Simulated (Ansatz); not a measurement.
# BaS (Fm-3m): a many-body input that goes wrong, and its mend

A first try at the G0W0 gap of BaS (Fm-3m), what the program said, and an input that works.

Main program and level: Ansatz 0.2.0; G0W0 on PBE, plane waves, PAW; PAW set soft_1.

## 1. The structure

The structure is cubic, space group Fm-3m (No. 225). Conventional cell: a = 6.388 Å, b = 6.388 Å, c = 6.388 Å, α = 90.00°, β = 90.00°, γ = 90.00°. Nearest to Ba lie 6 S at 3.19 Å. Nearest to S lie 6 Ba at 3.19 Å. Farther neighbours and most contacts between anions are not listed.

The cell and positions come from the Crystallography Open Database and are kept as given unless a step says otherwise. Spin-orbit coupling is left out unless a step names it.

## 2. First try

Input file input.yaml:

```yaml
crystal:
  lattice:
    - [0.0, 3.19375, 3.19375]
    - [3.19375, 0.0, 3.19375]
    - [3.19375, 3.19375, 0.0]
  atoms:
    - { symbol: Ba, position: [0.0, 0.0, 0.0] }
    - { symbol: S, position: [0.5, 0.5, 0.5] }
kpoints:
  mp_grid: { grid: [4, 4, 4] }
hamiltonian:
  xc: pbe
  pseudopotentials: { kind: paw, azcp: { folder: soft_1 } }
scf:
  occupations: { method: fixed }
gw:
  n_empty_bands: 4
  ecut_chi: 40
  qp_bands: [v2, c2]
  qp_kpoints: band_edges
  screening: { model: contour_deformation }
```

Launch:

```bash
> ansatz run input.yaml --threads 24 --pin off --max-ram 82944MiB --backend cuda --events-out ev --progress --plain --runs-dir out --devices 1 --max-vram 78GiB
```

Numbers of over 12 decimals in the logs are rounded to 6 here.

Log:

```text
GPUs: using 1 of 1 available (devices: 1).
Engine: ansatz 0.2.0, aarch64-unknown-linux-gnu
Pseudopotentials: kind: paw
Pseudopotential: Ba, paw, valence charge 10, recommended cutoff 420 eV (normal), soft_1/Ba.paw.azcp
Pseudopotential: S, paw, valence charge 6, recommended cutoff 420 eV (normal), soft_1/S.paw.azcp
Functional definition: PBE
  parameter kappa = 0.804
  parameter beta = 0.066725
  exchange = pbe_x(kappa = kappa, mu = beta*pi^2/3)
  correlation = pbe_c(beta = beta)
device memory: the entry about to start is reckoned to put 2.0 GiB on a device that reports 170.3 GiB free (of which the cap on the GPU budget leaves the run 78.0 GiB)
GPU FFT provider: cuFFT
GPU libraries: cuBLAS 13.8.1, cuFFT 12.4.0, cuSOLVER 12.3.2
GPU matrix products: emulated (plane waves: as basis.precision tells), large ones in fixed point in workspaces of 1.00 GiB
Crystal: 2 atoms, lattice volume = 65.153 Å³
Basis set: ecut = 420 eV, 1243 PW (Γ)
Bands: 12, of which v1, the nominal top of the filled ones, is band 8 counted from 1 (7 counted from 0)
Symmetry: 48 space group operations
Space group: Fm-3m (ITA 225), of the structure as read, at distance tolerance 4.0e-5 Å
k-points: 8 of 64
Non-local potential: Ba, projectors of the file, l = 0: 3, l = 1: 2, l = 2: 2, l = 3: 2
Non-local potential: S, projectors of the file, l = 0: 2, l = 1: 2, l = 2: 1
PAW form: soft (Blöchl's): semilocal exchange-correlation on the pseudo side does not see the compensation charge
PAW one-centre angular grid: Ba, 194 points (default); XC on 64 Gauss nodes
PAW one-centre angular grid: S, 110 points (default); XC on 64 Gauss nodes
Initial density: superposition of atomic densities (chi_scale 0.1, normalization cell, long waves kept (reshape's long-wave potential 0.00 eV rms))
Initial wavefunctions: pseudopotential atomic-orbital guess
GPU buffer pool allocated for 32768 grid points (all kernels)
GPU transforms: local potential and band sums: pruned to the plane-wave sphere, on 30×32×32
Functional: x = pbe(κ = 0.804, μ = 0.219515), c = pbe(β = 0.066725)
SCF iter   1: F=—  HF=-6856.108006 eV  |F-HF|=—  |Δ(HF+E_count)|=         —  Δρ=2.16e-2  dr2=4.94e-1  ethr=3.10e-3  ⟨swp⟩=5.5  Hψ=562  notcnv=0  defer=10
preconditioner: auto → none  [insulator: Δε(μ)=1.834 eV  Ē_g=11.949 eV  n_scr=14 (ndim 8)  ℏωp=17.2 eV  f_vac=0.000  ε∞_Penn≈3.1]
SCF iter   2: F=—  HF=-6856.002730 eV  |F-HF|=—  |Δ(HF+E_count)|=   1.05e-1  Δρ=8.94e-3  dr2=9.05e-2  ethr=3.08e-3  ⟨swp⟩=3.9  Hψ=253  notcnv=0  defer=13
SCF iter   3: F=—  HF=-6856.012124 eV  |F-HF|=—  |Δ(HF+E_count)|=   9.39e-3  Δρ=4.85e-3  dr2=1.70e-2  ethr=5.66e-4  ⟨swp⟩=2.0  Hψ=140  notcnv=0  defer=12
SCF iter   4: F=—  HF=-6856.016046 eV  |F-HF|=—  |Δ(HF+E_count)|=   3.92e-3  Δρ=9.22e-4  dr2=9.00e-4  ethr=1.06e-4  ⟨swp⟩=2.4  Hψ=143  notcnv=0  defer=12
SCF iter   5: F=—  HF=-6856.016626 eV  |F-HF|=—  |Δ(HF+E_count)|=   5.81e-4  Δρ=1.25e-4  dr2=7.59e-6  ethr=5.62e-6  ⟨swp⟩=3.1  Hψ=165  notcnv=0  defer=13
SCF iter   6: F=—  HF=-6856.016641 eV  |F-HF|=—  |Δ(HF+E_count)|=   1.46e-5  Δρ=2.31e-5  dr2=7.00e-7  ethr=4.74e-8  ⟨swp⟩=2.1  Hψ=157  notcnv=0  defer=8
SCF iter   7: F=-6856.016641 eV  HF=-6856.016641 eV  |F-HF|=1.12e-9  |Δ(HF+E_count)|=   2.56e-7  Δρ=1.85e-6  dr2=2.37e-9  ethr=6.25e-10  ⟨swp⟩=6.6  Hψ=635  notcnv=0
SCF 1 converged in 7 iterations: F = -6856.016641 eV  dr2 = 2.37e-9
[...]
device memory: the entry about to start is reckoned to put 3.1 GiB on a device that reports 170.3 GiB free (of which the cap on the GPU budget leaves the run 78.0 GiB)
NSCF: frozen V_eff on 8 k-points
[...]
device memory: the entry about to start is reckoned to put 2.2 GiB on a device that reports 170.3 GiB free (of which the cap on the GPU budget leaves the run 78.0 GiB)
NSCF: frozen V_eff on 8 k-points
G₀W₀ screening: q 1/8
[... further progress lines ...]
[...]
Fermi energy:    5.808615 eV
--- Per-component energies (eV) ---
  E_band       = -50.682005
  E_kinetic    = 265.806732
  E_local      = -433.921119  (includes V_loc(G=0)·N_el)
  E_nonlocal   = 127.501678
  E_hartree    = 126.813224
  E_xc         = -288.117870
  E_vxc        = -212.088604  (∫ρ·V_xc dr)
  E_paw        = -5803.861720  (= ΣΔE_a)
  E_vpaw       = -51.606486  (= ΣTr[D̂ρ^β])
  E_aug_tail   = -0.000002  (compensation charges beyond the density's cutoff)
  E_ewald      = -850.237565
  E_smearing   = -0.000000  (= −TS)
  E_closure    = -0.000000  (closes the sum)
  Σ components = -6856.016641   (vs F -6856.016641, Δ=0.00e0)
--- Band table (eV; the first three rows and the last of 8) ---
  k-point 0: bands = [... 4 lower, -4.4796, 5.8086, 5.8086, 5.8086, 9.4954, 9.7703, 9.7703, 9.7703]
  k-point 1: bands = [... 4 lower, -3.6884, 4.7127, 5.2296, 5.2296, 9.9301, 10.6110, 10.6110, 11.2753]
  k-point 2: bands = [... 4 lower, -3.2288, 3.9527, 4.7957, 4.7957, 11.3587, 11.4422, 12.2154, 12.2154]
  k-point 7: bands = [... 4 lower, -3.8362, 4.7503, 5.3850, 5.3850, 10.1022, 10.1022, 12.1710, 12.7256]
--- G₀W₀: contour deformation, 5 samples at zero and on the imaginary axis and 2 off it, 64 q-points, 4 empty bands' worth ---
  eigenvalues of the whole cell's RPA ε∞ on this k-mesh (on a slab, of 1 + 4πα/V) = 4.0574, 4.0574, 4.0574; static W/v taken at q = 0 is 0.246461
  bands read: the sum over 12 bands ends inside a degenerate multiplet in 2 slots, whose members it reads at an even weight; the widest, k=3: bands 12 to 13 (counted from 1) at 1/2 each
  gw.qp_kpoints: band_edges: 6 of 8 stored k-points solved, in 1 pass; an edge of the gap read off the rows below is read off those points alone
    valence top: of the k-points left out ik 1 came nearest to being solved in a further pass, in band 8 (counted from 1, as in the quasiparticle table): it holds the edge there only if its correction is more favourable than any solved in that band by at least 0.579 eV; those differ by 0.169 eV
    conduction bottom: of the k-points left out ik 4 came nearest to being solved in a further pass, in band 9 (counted from 1, as in the quasiparticle table): it holds the edge there only if its correction is more favourable than any solved in that band by at least 1.279 eV; those differ by 0.434 eV
  `?` marks the rows in doubt; gw_qp.tsv's column doubts and the gw_qp event give each row's grounds
    ik  band        ε_KS         Σx   Σc(E_QP)       V_xc       Z   E_QP_lin       E_QP  E_QP is
     0     7      5.8086   -17.6004     3.0106   -14.5689  0.7681     5.7877     5.7877  root
     0     8      5.8086   -17.6004     3.0106   -14.5689  0.7681     5.7877     5.7877  root
     0     9      9.4954    -5.5856    -2.2793    -9.6112  0.8286    11.3264    11.2416  root
     0    10      9.7703    -5.4150    -2.4447    -9.9499  0.8238    12.0335    11.8605  root ?
     2     7      4.7957   -16.7367     3.1951   -13.3514  0.7430     4.6044     4.6055  root
     2     8      4.7957   -16.7367     3.1951   -13.3514  0.7430     4.6044     4.6055  root
     2     9     11.3587    -4.9556    -2.4405    -9.4392  0.8126    13.5578    13.4018  root ?
     2    10     11.4422    -6.9739    -2.8904   -11.9418  0.7739    13.6941    13.5197  root ?
     3     7      5.6681   -17.4671     3.0059   -14.3919  0.7664     5.5987     5.5989  root
     3     8      5.6681   -17.4671     3.0059   -14.3919  0.7664     5.5987     5.5989  root
     3     9      8.6845    -4.8924    -2.3477    -9.0141  0.8224    10.5461    10.4586  root
     3    10     10.5844    -6.0577    -2.2994   -10.4866  0.8317    12.9060    12.7139  root ?
     5     7      4.8727   -16.8856     3.1940   -13.5161  0.7450     4.6962     4.6972  root
     5     8      5.4097   -17.0748     2.9836   -13.9519  0.7636     5.2699     5.2704  root
     5     9     10.3040    -5.9686    -2.5284   -10.5260  0.8080    12.4911    12.3330  root ?
     5    10     11.1467    -5.7185    -2.6325   -10.8212  0.8060    13.7387    13.6169  root ?
     6     7      5.7035   -17.7308     3.0176   -14.6213  0.7668     5.6114     5.6117  root
     6     8      5.7035   -17.7308     3.0176   -14.6213  0.7668     5.6114     5.6117  root
     6     9      8.0106    -4.7777    -2.2678    -8.6547  0.8223     9.6811     9.6198  root
     6    10     11.8299    -7.4755    -1.8337   -12.5904  0.8621    15.2993    15.1112  root ?
     7     7      5.3850   -17.2865     3.0089   -14.0996  0.7634     5.2060     5.2069  root
     7     8      5.3850   -17.2865     3.0089   -14.0996  0.7634     5.2060     5.2069  root
     7     9     10.1022    -5.7881    -2.5323   -10.3166  0.8075    12.2355    12.0984  root ?
     7    10     10.1022    -5.7881    -2.5323   -10.3166  0.8075    12.2355    12.0984  root ?
[key lines of the parts left out:]
SCF converged after 7 iterations
Free energy (F): -6856.016641 eV
```

Wall time 1.6 s (1 × NVIDIA GB200 (shared by 2 runs) with 24 threads of Arm Neoverse V2, shared host); peak memory 1.1 GiB; 3.9 s of CPU time.

Q: What is the fault?

The run ended normally, though the input holds a fault or crude settings.

The fault: four empty bands in G0W0. The sums over empty states are cut off almost at the gap, so screening and correlation are far from complete.

It printed a gap of 3.83 eV, which is an artefact of the settings.

## 3. A better input

Now the one-shot GW correction: screening in the RPA, then the self-energy of the levels asked for. This step takes PAW set soft_1 files.

Changes to input.yaml since step 2:

```diff
@@ -16,4 +16,4 @@
 gw:
-  n_empty_bands: 4
-  ecut_chi: 40
+  n_empty_bands: 194
+  ecut_chi: 120
   qp_bands: [v2, c2]
```

Log:

```text
GPUs: using 1 of 1 available (devices: 1).
[...]
GPU FFT provider: cuFFT
GPU libraries: cuBLAS 13.8.1, cuFFT 12.4.0, cuSOLVER 12.3.2
[...]
Crystal: 2 atoms, lattice volume = 65.153 Å³
Basis set: ecut = 420 eV, 1243 PW (Γ)
Bands: 12, of which v1, the nominal top of the filled ones, is band 8 counted from 1 (7 counted from 0)
[... 1 set-up line as in the run before ...]
[...]
k-points: 8 of 64
[...]
GPU buffer pool allocated for 32768 grid points (all kernels)
[...]
SCF iter   1: F=—  HF=-6856.108006 eV  |F-HF|=—  |Δ(HF+E_count)|=         —  Δρ=2.16e-2  dr2=4.94e-1  ethr=3.10e-3  ⟨swp⟩=5.5  Hψ=562  notcnv=0  defer=10
[...]
SCF iter   7: F=-6856.016641 eV  HF=-6856.016641 eV  |F-HF|=1.12e-9  |Δ(HF+E_count)|=   2.56e-7  Δρ=1.85e-6  dr2=2.37e-9  ethr=6.25e-10  ⟨swp⟩=6.6  Hψ=635  notcnv=0
SCF 1 converged in 7 iterations: F = -6856.016641 eV  dr2 = 2.37e-9
[...]
0     7      5.8086   -17.6004     2.1359   -14.5689  0.7516     4.8973     4.9132  root
     0     8      5.8086   -17.6004     2.1359   -14.5689  0.7516     4.8973     4.9132  root
     0     9      9.4954    -5.5856    -3.7715    -9.6112  0.8057     9.7505     9.7495  root
     0    10      9.7703    -5.4150    -4.0077    -9.9499  0.7979    10.3023    10.2975  root
     2     7      4.7957   -16.7367     2.4265   -13.3514  0.7397     3.8133     3.8369  root
     2     8      4.7957   -16.7367     2.4265   -13.3514  0.7397     3.8133     3.8369  root
     2     9     11.3587    -4.9556    -4.0606    -9.4392  0.7856    11.7837    11.7817  root
     2    10     11.4422    -6.9739    -4.4135   -11.9418  0.7622    12.0045    11.9966  root
[...]
7     7      5.3850   -17.2865     2.2283   -14.0996  0.7531     4.4066     4.4264  root
     7     8      5.3850   -17.2865     2.2283   -14.0996  0.7531     4.4066     4.4264  root
     7     9     10.1022    -5.7881    -4.0316   -10.3166  0.7873    10.6019    10.5990  root
     7    10     10.1022    -5.7881    -4.0316   -10.3166  0.7873    10.6019    10.5990  root
[key lines of the parts left out:]
SCF converged after 7 iterations
Free energy (F): -6856.016641 eV
Fermi energy:    5.808615 eV
```

Elapsed: 2.7 s, on 1 × NVIDIA GB200 (shared by 2 runs) with 24 threads; peak memory 1.3 GiB.

This step gave:

| Quantity | Value |
| --- | --- |
| bands summed | 202 |
| RPA ε∞ on this mesh (eigenvalues) | 4.646, 4.646, 4.646 |
| plane waves in the screening matrix | 181 |
| q-points in the mesh | 64 |
| G0W0 gap on the mesh | 3.408 eV |
| k of the valence top | 0, 0, 0 |
| k of the conduction bottom | 0, -0.5, -0.5 |
| starting gap on the mesh | 2.202 eV |
| Z at the valence top | 0.7516 |
| Z at the conduction bottom | 0.8082 |
| least direct G0W0 gap on the computed points | 3.538 eV |

The gap on the mesh goes from 2.20 eV to 3.41 eV, a correction of +1.21 eV. Between the two edge states, bare exchange in place of the xc potential would open the gap by 6.91 eV, and correlation takes back 5.70 eV.

## 4. What came out

```json
{"first try": "converged after 1.6 s", "better run": "G0W0 gap on the mesh 3.41 eV (4×4×4 mesh, 194 empty bands, screening to 120 eV, PAW set soft_1 files)"}
```

In words: The second run differs in: empty bands and screening cutoff (eV). Bands and cutoff are finite, so the gap is not at the basis limit. The miss can reach some tenths of an eV and take either sign; the mesh is an error of its own. The many-body steps are scalar-relativistic: spin-orbit coupling is not in them.

[Paths, hosts, dates, memory and timing lines, banners, echoed tables and standing remarks are left out of the program output.]

[Logs are printed without paths, hosts, clocks, repeated set-up lines and the standing remarks that a program may print on its own settings, such as how far it seeks lower states.]

[Runs of the session that timed out or met a known fault of the program may be left out.]

[Cells called generated may have been cut or substituted from an entry of the Crystallography Open Database or the Materials Project.]

[Hosts, paths, dates, database ids (printed as entryN), source tags and the programs' standing remarks are cut or masked in the printed files.]
